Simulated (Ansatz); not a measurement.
SnO2:

```
Sn O
1.0
    -2.00007    2.00007    5.12368
     2.00007   -2.00007    5.12368
     2.00007    2.00007   -5.12368
Sn O
2 4
Direct
  0.00000 0.00000 0.00000
  0.75000 0.25000 0.50000
  0.54652 0.04652 0.50000
  0.20348 0.20348 0.00000
  0.95348 0.45348 0.50000
  0.79652 0.79652 0.00000
```

Measurements of this composition are mostly on another form, of space group No. 136.

Base run:

- Program: Ansatz 0.2.0
- Functional: PBE
- Potentials or basis: Ansatz PAW
- Cutoff: 420 eV (not typed: the program's choice for these potentials)
- k mesh: 9 × 9 × 9
- Occupations: fermi-dirac, width 0.05 eV
- Spin: no spin polarisation

Its results: band gap on the k mesh 1.65 eV, indirect (least direct gap 2.03 eV); pressure 5.9 GPa; largest force 0.040 eV/Å.

**Question.** The run is repeated on the same cell with these changes: functional from PBE to LDA. What comes out?

**Answer.** Band gap on the k mesh 1.49 eV, indirect (least direct gap 1.88 eV); pressure -3.9 GPa; largest force 0.192 eV/Å.

LDA binds more tightly than PBE, so the same cell stands under less pressure.

Caveats: spin-orbit coupling is left out, which moves the levels of the heavy elements; the PAW data sets come from PBE, with cores solved anew for the run's functional, which leaves a small shift of forces and pressure (some runs).
